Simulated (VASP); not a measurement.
Input of a VASP 6.6.1 run:

Contents of POSCAR:

```
Be
1.0
    2.2327400000      0.0000000000      0.0000000000
    0.0000000000      2.2327400000      0.0000000000
    0.0000000000      0.0000000000      2.0656500000
Be
1
Direct
    0.5000000000      0.5000000000      0.0000000000
```

File INCAR.step1:

```
SYSTEM = Be
PREC = Accurate ; ENCUT = 600
EDIFF = 1E-6 ; ISMEAR = -1
SIGMA = 0.05 ; LREAL = .False.
LASPH = .True. ; NELM = 80
ALGO = Normal ; ISIF = 2
LWAVE = .False. ; LCHARG = .True.
GGA = PE ; NBANDS = 7
```

Contents of KPOINTS.step1:

```
Automatic mesh
0
Gamma
  12 12 13
  0 0 0
```

INCAR.step2

```
SYSTEM = Be
PREC = Accurate ; ENCUT = 600
EDIFF = 1E-6 ; ISMEAR = 0
SIGMA = 0.05 ; LREAL = .False.
LASPH = .True. ; NELM = 80
ALGO = Normal ; ISIF = 2
LWAVE = .False. ; LCHARG = .False.
GGA = PE ; NBANDS = 7
ICHARG = 11
```

Contents of KPOINTS.step2:

```
path GXMGZRAZ,XR,MA
20
line-mode
reciprocal
 0.0000000000  0.0000000000  0.0000000000  G
 0.0000000000  0.5000000000  0.0000000000  X

 0.0000000000  0.5000000000  0.0000000000  X
 0.5000000000  0.5000000000  0.0000000000  M

 0.5000000000  0.5000000000  0.0000000000  M
 0.0000000000  0.0000000000  0.0000000000  G

 0.0000000000  0.0000000000  0.0000000000  G
 0.0000000000  0.0000000000  0.5000000000  Z

 0.0000000000  0.0000000000  0.5000000000  Z
 0.0000000000  0.5000000000  0.5000000000  R

 0.0000000000  0.5000000000  0.5000000000  R
 0.5000000000  0.5000000000  0.5000000000  A

 0.5000000000  0.5000000000  0.5000000000  A
 0.0000000000  0.0000000000  0.5000000000  Z

 0.0000000000  0.5000000000  0.0000000000  X
 0.0000000000  0.5000000000  0.5000000000  R

 0.5000000000  0.5000000000  0.0000000000  M
 0.5000000000  0.5000000000  0.5000000000  A
```

Potentials or basis: VASP PAW PBE potentials, release 64 (Be_GW).

The run is started by

```console
$ cat potpaw_PBE.64/Be_GW/POTCAR > POTCAR
$ cp INCAR.step1 INCAR
$ cp KPOINTS.step1 KPOINTS
$ mpirun -np 1 vasp_std > vasp.out
$ cp INCAR.step2 INCAR
$ cp KPOINTS.step2 KPOINTS
$ mpirun -np 1 vasp_std > vasp.out
```

Problem. What does it give for the band gap along the path?

Solution. None (metal or under the smearing width).

Levels at the corners of the path, in eV from the Fermi level:
```
point  band 1  band 2  band 3  band 4  band 5
    Γ   -9.57   12.32   12.32   16.29   17.96
    X   -4.68   -2.19   15.70   19.34   24.50
    X   -4.68   -2.19   15.70   19.34   24.50
    M    0.26    0.26    6.16    6.24   21.83
    M    0.26    0.26    6.16    6.24   21.83
    Γ   -9.57   12.32   12.32   16.29   17.96
    Γ   -9.57   12.32   12.32   16.29   17.96
    Z   -4.23   -0.59   16.89   16.89   23.66
    Z   -4.23   -0.59   16.89   16.89   23.66
    R    0.49    1.67    7.09    7.81   19.59
    R    0.49    1.67    7.09    7.81   19.59
    A    4.59    5.96    5.96   13.15   13.15
    A    4.59    5.96    5.96   13.15   13.15
    Z   -4.23   -0.59   16.89   16.89   23.66
    X   -4.68   -2.19   15.70   19.34   24.50
    R    0.49    1.67    7.09    7.81   19.59
    M    0.26    0.26    6.16    6.24   21.83
    A    4.59    5.96    5.96   13.15   13.15
```

Caveat: the log is that of the step along the path at fixed density, whose energy, stress, charges and moments have no meaning.
